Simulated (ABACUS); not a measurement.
Runs of ABACUS 3.10.1 on LiCl. It takes space group Fm-3m (No. 225, cubic). The conventional cell has a = 5.130 Å, b = 5.130 Å, c = 5.130 Å, α = 90.00°, β = 90.00°, γ = 90.00°. Around Cl (site symmetry m-3m) lie 6 Li at 2.56 Å. Li (site symmetry m-3m) has 6 Cl at 2.56 Å as nearest neighbours. 

```csv
task,level,potentials or basis,cell,k mesh,cutoff (eV),SCF threshold on the density,eigensolver,optimiser,force threshold,max steps,gap on the mesh (eV),pressure (GPa),relaxed volume (Å³/atom)
single point,PBE,"PseudoDojo NC SR 0.4.1 PBE standard, DZP LCAO (the cutoffs set its grid)",as given,9 × 9 × 9,1361,1e-07,genelpa,-,-,-,6.60,(b),-
relaxation of cell and atoms,revPBE,"GBRV ultrasoft 1.5 PBE, plane waves",relaxed,7 × 7 × 7,544,1e-08,dav,ASE LBFGS,0.02 eV/Å,60,6.21,0.1,17.92
single point,r2SCAN,"SG15 ONCV 1.2 PBE, DZP LCAO (the cutoffs set its grid)",as given,7 × 7 × 7,1361,1e-07,genelpa,-,-,-,7.13,-0.4,-
relaxation of cell and atoms,PBE,"PseudoDojo NC SR 0.4.1 PBE standard, DZP LCAO (the cutoffs set its grid)",relaxed,8 × 8 × 8,1361,1e-07,scalapack_gvx,cg,0.005 eV/Å,-,-,0.0,(a)
```

Alike in all rows: no spin polarisation; smearing fermi-dirac 0.05 eV.

Question: Fill in the values left out.

Answer: (a) 17.35; (b) 0.9.

Caveats: the atomic orbitals were generated for these runs and aren't a published set (some runs); an odd mesh through Γ misses points on the zone boundary, where band edges often lie (some runs); the basis of atomic orbitals isn't converged, which shifts pressures, moduli and gaps (some runs); the potentials were made for another functional, which shifts forces and pressure (some runs).

Not every run made on this cell is shown here.
